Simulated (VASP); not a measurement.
# KCl (Pm-3m) in VASP: notebook

The runs below take KCl through single point, with PBE.

Everything below comes from runs of VASP 6.6.1. Logs are shortened: lines on timing, memory, paths and dates and some standing lists are left out, and cuts for length are marked.

## (1) Starting point

The structure is cubic, space group Pm-3m (No. 221). The conventional cell has a = 3.839 Å, b = 3.839 Å, c = 3.839 Å, α = 90.00°, β = 90.00°, γ = 90.00°. K (site symmetry m-3m) is surrounded by 8 Cl at 3.32 Å. Cl (site symmetry m-3m) has 8 K at 3.32 Å as nearest neighbours.

Measurements of this composition are mostly on another form, of space group No. 225.

## (2) Single point, PBE

Contents of INCAR:

```
SYSTEM = KCl
PREC = Accurate ; ENCUT = 600
EDIFF = 1E-6 ; ISMEAR = 0
SIGMA = 0.05 ; LREAL = .False.
LASPH = .True. ; NELM = 100
ALGO = Normal ; ISIF = 2
LWAVE = .False. ; LCHARG = .False.
GGA = PE ; NBANDS = 15
ADDGRID = .False.
```

Contents of KPOINTS:

```
regular mesh
0
Gamma
  4 4 4
  0 0 0
```

Contents of POSCAR:

```
KCl
1.0
    3.8391960000      0.0000000000      0.0000000000
    0.0000000000      3.8391960000      0.0000000000
    0.0000000000      0.0000000000      3.8391960000
K Cl
1 1
Direct
    0.0405710000      0.0040460000      0.0049320000
    0.5021390000      0.4938510000      0.4988730000
```

Potentials or basis: VASP PAW PBE potentials, release 64 (K_sv, Cl_h).

On the command line:

```
> cat potpaw_PBE.64/K_sv/POTCAR potpaw_PBE.64/Cl_h/POTCAR > POTCAR
> mpirun -np 1 vasp_std > vasp.out
```

OUTCAR:

```text
SYSTEM = KCl
   PREC = Accurate
   ENCUT = 600
   EDIFF = 1E-6
   ISMEAR = 0
   LREAL = .False.
   LASPH = .True.
   NELM = 100
   ISIF = 2
   GGA = PE

 Found     36 irreducible k-points:

 Following reciprocal coordinates:
            Coordinates               Weight
  0.000000  0.000000  0.000000      1.000000
  0.250000  0.000000  0.000000      2.000000
  0.000000  0.250000  0.000000      2.000000
  0.000000  0.000000  0.250000      2.000000
  0.500000  0.000000  0.000000      1.000000
  0.000000  0.500000  0.000000      1.000000
   k-points           NKPTS =     36   k-points in BZ     NKDIM =     36   number of bands    NBANDS=     15
   number of dos      NEDOS =    301   number of ions     NIONS =      2
   total plane-waves  NPLWV =  32768
   dimension x,y,z NGX =    32 NGY =   32 NGZ =   32
   dimension x,y,z NGXF=    64 NGYF=   64 NGZF=   64
   ions per type =               1   1
   NGX,Y,Z   is equivalent  to a cutoff of  13.86, 13.86, 13.86 a.u.
   NGXF,Y,Z  is equivalent  to a cutoff of  27.71, 27.71, 27.71 a.u.
 SYSTEM =  KCl
   PREC   = accura    normal or accurate (medium, high low for compatibility)
   ISTART =      0    job   : 0-new  1-cont  2-samecut
   ICHARG =      2    charge: 1-file 2-atom 10-const
   ISPIN  =      1    spin polarized calculation?
   LNONCOLLINEAR =      F non collinear calculations
   LSORBIT =      F    spin-orbit coupling
   LASPH  =      T    aspherical Exc in radial PAW
   ENCUT  =  600.0 eV  44.10 Ry    6.64 a.u.   7.67  7.67  7.67*2*pi/ulx,y,z
   NELM   =    100;   NELMIN=  2; NELMDL= -5     # of ELM steps
   EDIFF  = 0.1E-05   stopping-criterion for ELM
   LREAL  =      F    real-space projection
   EDIFFG = 0.1E-04   stopping-criterion for IOM
   NSW    =      0    number of steps for IOM
   IBRION =     -1    ionic relax: 0-MD 1-quasi-New 2-CG
   NFREE  =      0    steps in history (QN), initial steepest desc. (CG)
   ISIF   =      2    stress and relaxation
   ISYM   =      2    0-nonsym 1-usesym 2-fastsym
   POTIM  = 0.5000    time-step for ionic-motion
   TEBEG  =    0.0;   TEEND  =   0.0 temperature during run
   PSTRESS=    0.0 pullay stress
   NELECT =      16.0000    total number of electrons
   NUPDOWN=      -1.0000    fix difference up-down
   EMIN   =  10.00;   EMAX   =-10.00  energy-range for DOS
   EFERMI =   0.00;   METHOD = LEGACY
   ISMEAR =     0;   SIGMA  =   0.05  broadening in eV -4-tet -1-fermi 0-gaus
   EFERMI_NEDOS =   21; number of points for ismear=-14 and -15
   IALGO  =     38    algorithm
   IMIX   =      4    mixing-type and parameters
     AMIX     =   0.40;   BMIX     =  1.00
     AMIX_MAG =   1.60;   BMIX_MAG =  1.00
  volume/ion in A,a.u.               =      28.29       190.94
  Fermi-wavevector in a.u.,A,eV,Ry     =   1.074504  2.030517 15.708715  1.154558
  Thomas-Fermi vector in A             =   2.210334
   LORBIT       =      0    0 simple, 1 ext, 2 COOP (PROOUT), +10 PAW based schemes
   GGA     = PE    functional components
   LHFCALC =     F    Hartree Fock is set to
   AEXX    =    0.0000 exact exchange contribution
   IVDW    =     0    specifies the selected vdW correction
   LEPSILON=     F    determine dielectric tensor
   LRPA    =     F    only Hartree local field effects (RPA)
 non-spin polarized calculation
 Gauss-broadening in eV      SIGMA  =   0.05
  energy-cutoff  :      600.00
  volume of cell :       56.59
 maximum number of plane-waves:      1924
 NGX is ok and might be reduce to    32
   NGX = 15   NGY = 15   NGZ = 15

 number of electron      16.0000001 magnetization

 Free energy of the ion-electron system (eV)
  ---------------------------------------------------
  ext. energy  EPLUGINS =         0.00000000
  ---------------------------------------------------
  free energy    TOTEN  =        -6.64739484 eV

  energy without entropy =       -6.64739484  energy(sigma->0) =       -6.64739484

 E-fermi :  -0.3437     XC(G=0):  -8.0892

 val. band max:       -0.5993020575   @ k =   0.0000   0.5000   0.5000
 cond. band min:       4.2006293059   @ k =   0.0000   0.0000   0.0000
 fundamental gap:      4.7999313634
 Fermi energy:        -0.3436857921

 k-point     1 :       0.0000    0.0000    0.0000
  band No.  band energies     occupation
      1     -28.6493      2.00000
      2     -13.1717      2.00000
      3     -12.0368      2.00000
      4     -12.0366      2.00000
      5     -12.0312      2.00000
      6      -0.8070      2.00000
      7      -0.8033      2.00000
      8      -0.8020      2.00000
      9       4.2006      0.00000
     10       5.9634      0.00000
     11       6.0179      0.00000
     12      10.0186      0.00000
     13      10.0571      0.00000
     14      10.0582      0.00000
     15      12.7458      0.00000

 k-point     2 :       0.2500    0.0000    0.0000
  band No.  band energies     occupation
      1     -28.6398      2.00000
      2     -13.2557      2.00000
      3     -12.0225      2.00000
      4     -12.0216      2.00000
      5     -11.9634      2.00000
      6      -1.6762      2.00000
      7      -0.8050      2.00000
      8      -0.8047      2.00000
      9       5.4133      0.00000
     10       6.4479      0.00000
     11       7.0619      0.00000
     12       9.8769      0.00000
     13       9.8783      0.00000
     14      10.2861      0.00000
     15      11.2173      0.00000

 k-point     3 :       0.0000    0.2500    0.0000
  band No.  band energies     occupation
      1     -28.6398      2.00000
      2     -13.2595      2.00000
      3     -12.0303      2.00000
      4     -12.0213      2.00000
      5     -11.9514      2.00000
      6      -1.6764      2.00000
      7      -0.8081      2.00000
      8      -0.8010      2.00000
      9       5.4097      0.00000
     10       6.4710      0.00000
     11       7.0153      0.00000
     12       9.8591      0.00000
     13       9.8701      0.00000
     14      10.3216      0.00000
     15      11.1238      0.00000

 k-point     4 :       0.0000    0.0000    0.2500
  band No.  band energies     occupation
      1     -28.6398      2.00000
      2     -13.2597      2.00000
      3     -12.0305      2.00000
      4     -12.0215      2.00000
      5     -11.9509      2.00000
      6      -1.6764      2.00000
      7      -0.8079      2.00000
      8      -0.8011      2.00000
      9       5.4095      0.00000
     10       6.4721      0.00000
     11       7.0130      0.00000
     12       9.8573      0.00000
     13       9.8707      0.00000
     14      10.3233      0.00000
     15      11.1193      0.00000

 k-point     5 :       0.5000    0.0000    0.0000
  band No.  band energies     occupation
      1     -28.6303      2.00000
      2     -13.3419      2.00000
      3     -12.0067      2.00000
      4     -12.0065      2.00000
      5     -11.8884      2.00000
      6      -2.3475      2.00000
      7      -0.8083      2.00000
      8      -0.8074      2.00000
      9       7.1080      0.00000
     10       7.2799      0.00000
     11       7.6619      0.00000
     12       9.4935      0.00000
     13       9.8682      0.00000
     14       9.9210      0.00000
     15      10.6107      0.00000

 k-point     6 :       0.0000    0.5000    0.0000
  band No.  band energies     occupation
      1     -28.6302      2.00000
      2     -13.3490      2.00000
      3     -12.0096      2.00000
      4     -12.0059      2.00000
      5     -11.8776      2.00000
      6      -2.3490      2.00000
      7      -0.8145      2.00000
      8      -0.7978      2.00000
      9       7.0827      0.00000
     10       7.2853      0.00000
     11       7.6254      0.00000
     12       9.2058      0.00000
     13       9.9031      0.00000
     14      10.2539      0.00000
     15      10.5917      0.00000

 [... further k-points ...]

------------------------ aborting loop because EDIFF is reached ----------------------------------------

  FORCE on cell =-STRESS in cart. coord.  units (eV):
  Direction    XX          YY          ZZ          XY          YZ          ZX
  --------------------------------------------------------------------------------------
  -------------------------------------------------------------------------------------
  Total        0.0611292      0.0706023      0.0716184      0.0247859      0.0042098      0.0147890
  in kB        1.7307664      1.9989810      2.0277501      0.7017706      0.1191932      0.4187239
  external PRESSURE =       1.9191658 kB  Pullay stress =       0.0000000 kB

 VOLUME and BASIS-vectors are now :
 -----------------------------------------------------------------------------
  energy-cutoff  :      600.00
  volume of cell :       56.59
      direct lattice vectors                 reciprocal lattice vectors
     3.839196000  0.000000000  0.000000000     0.260471203  0.000000000  0.000000000
     0.000000000  3.839196000  0.000000000     0.000000000  0.260471203  0.000000000
     0.000000000  0.000000000  3.839196000     0.000000000  0.000000000  0.260471203

 POSITION                                       TOTAL-FORCE (eV/Angst)
 -----------------------------------------------------------------------------------
      0.15576      0.01553      0.01893        -0.096058     -0.027740     -0.016638
      1.92781      1.89599      1.91527         0.096058      0.027740      0.016638
 -----------------------------------------------------------------------------------
    total drift:                                0.000091     -0.000097      0.000088

  FREE ENERGIE OF THE ION-ELECTRON SYSTEM (eV)
  ---------------------------------------------------
  free  energy   TOTEN  =        -6.6473948356 eV

  energy  without entropy=       -6.6473948356  energy(sigma->0) =       -6.64739484
```

Wall time 10 s (1 thread of Intel Xeon 6975P-C (Granite Rapids), shared host); peak memory 0.19 GiB.

The run converged, but some of its settings lie outside the range that counts as converged, so its numbers aren't taken as properties of the crystal.

Results:

```yaml
Free_energy: -6.6474 eV
Pressure: 0.2 GPa
Largest_force: 0.101 eV/Å
Band_gap_on_the_k_mesh: 4.80 eV, indirect (least direct gap 5.00 eV)
```

## (3) Single point, PBE

Edit INCAR of step 2 so:

```diff
@@ -1,3 +1,3 @@
 SYSTEM = KCl
-PREC = Accurate ; ENCUT = 600
+PREC = Accurate ; ENCUT = 1100
 EDIFF = 1E-6 ; ISMEAR = 0
```

Contents of KPOINTS:

```
regular mesh
0
Gamma
  3 3 3
  0 0 0
```

Contents of POSCAR:

```
KCl
1.0
    3.8391960000      0.0000000000      0.0000000000
    0.0000000000      3.8391960000      0.0000000000
    0.0000000000      0.0000000000      3.8391960000
K Cl
1 1
Direct
    0.0000000000      0.0000000000      0.0000000000
    0.5000000000      0.5000000000      0.5000000000
```

Potentials or basis: VASP PAW PBE potentials, release 64 (K_sv, Cl_h).

On the command line:

```
> cat potpaw_PBE.64/K_sv/POTCAR potpaw_PBE.64/Cl_h/POTCAR > POTCAR
> mpirun -np 1 vasp_std > vasp.out
```

OUTCAR:

```text
SYSTEM = KCl
   PREC = Accurate
   ENCUT = 1100
   EDIFF = 1E-6
   ISMEAR = 0
   LREAL = .False.
   LASPH = .True.
   NELM = 100
   ISIF = 2
   GGA = PE

 Found      4 irreducible k-points:

 Following reciprocal coordinates:
            Coordinates               Weight
  0.000000  0.000000  0.000000      1.000000
  0.333333  0.000000  0.000000      6.000000
  0.333333  0.333333  0.000000     12.000000
  0.333333  0.333333  0.333333      8.000000
   k-points           NKPTS =      4   k-points in BZ     NKDIM =      4   number of bands    NBANDS=     15
   number of dos      NEDOS =    301   number of ions     NIONS =      2
   total plane-waves  NPLWV =  74088
   dimension x,y,z NGX =    42 NGY =   42 NGZ =   42
   dimension x,y,z NGXF=    84 NGYF=   84 NGZF=   84
   ions per type =               1   1
   NGX,Y,Z   is equivalent  to a cutoff of  18.19, 18.19, 18.19 a.u.
   NGXF,Y,Z  is equivalent  to a cutoff of  36.37, 36.37, 36.37 a.u.
 SYSTEM =  KCl
   PREC   = accura    normal or accurate (medium, high low for compatibility)
   ISTART =      0    job   : 0-new  1-cont  2-samecut
   ICHARG =      2    charge: 1-file 2-atom 10-const
   ISPIN  =      1    spin polarized calculation?
   LNONCOLLINEAR =      F non collinear calculations
   LSORBIT =      F    spin-orbit coupling
   LASPH  =      T    aspherical Exc in radial PAW
   ENCUT  = 1100.0 eV  80.85 Ry    8.99 a.u.  10.38 10.38 10.38*2*pi/ulx,y,z
[... 70 lines left out ...]
     11       5.9685      0.00000
     12      10.0276      0.00000
     13      10.0276      0.00000
     14      10.0276      0.00000
[... 41 lines left out ...]
      2     -12.9213      2.00000
      3     -12.1823      2.00000
      4     -12.1823      2.00000
      5     -12.1094      2.00000
      6      -1.6256      2.00000
      7      -1.6256      2.00000
      8      -1.5829      2.00000
      9       7.4089      0.00000
     10       7.9436      0.00000
     11       7.9436      0.00000
     12       8.3471      0.00000
     13       9.1675      0.00000
     14       9.1675      0.00000
     15      12.2390      0.00000

------------------------ aborting loop because EDIFF is reached ----------------------------------------

  FORCE on cell =-STRESS in cart. coord.  units (eV):
  Direction    XX          YY          ZZ          XY          YZ          ZX
  --------------------------------------------------------------------------------------
  -------------------------------------------------------------------------------------
  Total        0.0589125      0.0589125      0.0589125     -0.0000000     -0.0000000     -0.0000000
  in kB        1.6680031      1.6680031      1.6680031     -0.0000000     -0.0000000     -0.0000000
  external PRESSURE =       1.6680031 kB  Pullay stress =       0.0000000 kB

 VOLUME and BASIS-vectors are now :
 -----------------------------------------------------------------------------
  energy-cutoff  :     1100.00
  volume of cell :       56.59
      direct lattice vectors                 reciprocal lattice vectors
     3.839196000  0.000000000  0.000000000     0.260471203  0.000000000  0.000000000
     0.000000000  3.839196000  0.000000000     0.000000000  0.260471203  0.000000000
     0.000000000  0.000000000  3.839196000     0.000000000  0.000000000  0.260471203

 POSITION                                       TOTAL-FORCE (eV/Angst)
 -----------------------------------------------------------------------------------
      0.00000      0.00000      0.00000         0.000000      0.000000      0.000000
      1.91960      1.91960      1.91960         0.000000      0.000000      0.000000
 -----------------------------------------------------------------------------------
    total drift:                               -0.000000     -0.000000     -0.000000

  FREE ENERGIE OF THE ION-ELECTRON SYSTEM (eV)
  ---------------------------------------------------
  free  energy   TOTEN  =        -6.6401955947 eV

  energy  without entropy=       -6.6401955947  energy(sigma->0) =       -6.64019559
```

OSZICAR:

```text
N       E                     dE             d eps       ncg     rms          rms(c)
DAV:   1     0.144846593901E+03    0.14485E+03   -0.10777E+04   120   0.171E+03
DAV:   2     0.258584771141E+01   -0.14226E+03   -0.12569E+03   149   0.292E+02
DAV:   3    -0.668351391119E+01   -0.92694E+01   -0.92111E+01   176   0.673E+01
DAV:   4    -0.696109621745E+01   -0.27758E+00   -0.27750E+00   160   0.106E+01
DAV:   5    -0.696234925645E+01   -0.12530E-02   -0.12530E-02   176   0.833E-01    0.278E+00
DAV:   6    -0.667324835052E+01    0.28910E+00   -0.31946E-01   148   0.319E+00    0.206E+00
DAV:   7    -0.663793713838E+01    0.35311E-01   -0.10292E-01   155   0.207E+00    0.120E+00
DAV:   8    -0.664003312948E+01   -0.20960E-02   -0.18124E-02   150   0.105E+00    0.269E-01
DAV:   9    -0.664001576716E+01    0.17362E-04   -0.17387E-03   155   0.277E-01    0.120E-01
DAV:  10    -0.664019900448E+01   -0.18324E-03   -0.35339E-04   120   0.179E-01    0.500E-02
DAV:  11    -0.664019631778E+01    0.26867E-05   -0.12542E-05   141   0.314E-02    0.259E-02
DAV:  12    -0.664019559470E+01    0.72308E-06   -0.89537E-06   127   0.232E-02
   1 F= -.66401956E+01 E0= -.66401956E+01  d E =-.157918E-18
```

It took 7.2 s on 1 thread of Intel Xeon 6975P-C (Granite Rapids), shared host; peak memory 0.24 GiB.

These settings aren't checked as converged: the numbers below hold their error.

Results:

- Free energy: -6.6402 eV
- Pressure: 0.2 GPa
- Band gap on the k mesh: 4.88 eV, indirect (least direct gap 4.99 eV)

Caveat: the k mesh is coarse (spacing up to 0.55 Å⁻¹), so the values aren't converged; an odd mesh through Γ misses points on the zone boundary, where band edges often lie.

## (4) Single point, PBE

INCAR is that of step 3.

KPOINTS is that of step 3.

Contents of POSCAR:

```
KCl
1.0
    3.8391960000      0.0000000000      0.0000000000
    0.0000000000      3.8391960000      0.0000000000
    0.0000000000      0.0000000000      3.8391960000
K Cl
1 1
Direct
    0.0405710000      0.0040460000      0.0049320000
    0.5021390000      0.4938510000      0.4988730000
```

Potentials or basis: VASP PAW PBE potentials, release 64 (K_sv, Cl_h).

On the command line:

```
> cat potpaw_PBE.64/K_sv/POTCAR potpaw_PBE.64/Cl_h/POTCAR > POTCAR
> mpirun -np 1 vasp_std > vasp.out
```

OUTCAR:

```text
SYSTEM = KCl
   PREC = Accurate
   ENCUT = 1100
   EDIFF = 1E-6
   ISMEAR = 0
   LREAL = .False.
   LASPH = .True.
   NELM = 100
   ISIF = 2
   GGA = PE

 Found     14 irreducible k-points:

 Following reciprocal coordinates:
            Coordinates               Weight
  0.000000  0.000000  0.000000      1.000000
  0.333333  0.000000  0.000000      2.000000
  0.000000  0.333333  0.000000      2.000000
  0.000000  0.000000  0.333333      2.000000
  0.333333  0.333333  0.000000      2.000000
  0.000000  0.333333  0.333333      2.000000
   k-points           NKPTS =     14   k-points in BZ     NKDIM =     14   number of bands    NBANDS=     15
[... 188 lines left out ...]
  --------------------------------------------------------------------------------------
  -------------------------------------------------------------------------------------
  Total        0.1033074      0.1125444      0.1133343      0.0246316      0.0041581      0.0146949
  in kB        2.9249676      3.1864964      3.2088632      0.6974020      0.1177304      0.4160595
  external PRESSURE =       3.1067758 kB  Pullay stress =       0.0000000 kB

 VOLUME and BASIS-vectors are now :
 -----------------------------------------------------------------------------
  energy-cutoff  :     1100.00
  volume of cell :       56.59
      direct lattice vectors                 reciprocal lattice vectors
     3.839196000  0.000000000  0.000000000     0.260471203  0.000000000  0.000000000
     0.000000000  3.839196000  0.000000000     0.000000000  0.260471203  0.000000000
     0.000000000  0.000000000  3.839196000     0.000000000  0.000000000  0.260471203

 POSITION                                       TOTAL-FORCE (eV/Angst)
 -----------------------------------------------------------------------------------
      0.15576      0.01553      0.01893        -0.094244     -0.027243     -0.016266
      1.92781      1.89599      1.91527         0.094244      0.027243      0.016266
 -----------------------------------------------------------------------------------
    total drift:                                0.000174      0.000038      0.000061

  FREE ENERGIE OF THE ION-ELECTRON SYSTEM (eV)
  ---------------------------------------------------
  free  energy   TOTEN  =        -6.6326213128 eV

  energy  without entropy=       -6.6326213128  energy(sigma->0) =       -6.63262131
```

stdout:

```text
POSCAR found type information on POSCAR K Cl
 POSCAR found :  2 types and       2 ions
 scaLAPACK will be used
 LDA part: xc-table for (Slater+PW92), standard interpolation
 POSCAR, INCAR and KPOINTS ok, starting setup
 FFT: planning ... GRIDC
 FFT: planning ... GRID_SOFT
 FFT: planning ... GRID
 WAVECAR not read
 entering main loop
```

It took 16 s on 1 thread of Intel Xeon 6975P-C (Granite Rapids), shared host; peak memory 0.26 GiB.

These settings aren't checked as converged: the numbers below hold their error.

What came out:

```yaml
Free_energy: -6.6326 eV
Pressure: 0.3 GPa
Largest_force: 0.099 eV/Å
Band_gap_on_the_k_mesh: 4.88 eV, indirect (least direct gap 4.99 eV)
```

Caveat: the k mesh is coarse (spacing up to 0.55 Å⁻¹), so the values aren't converged; an odd mesh through Γ misses points on the zone boundary, where band edges often lie.

(Part 1 of 2 ends here.)
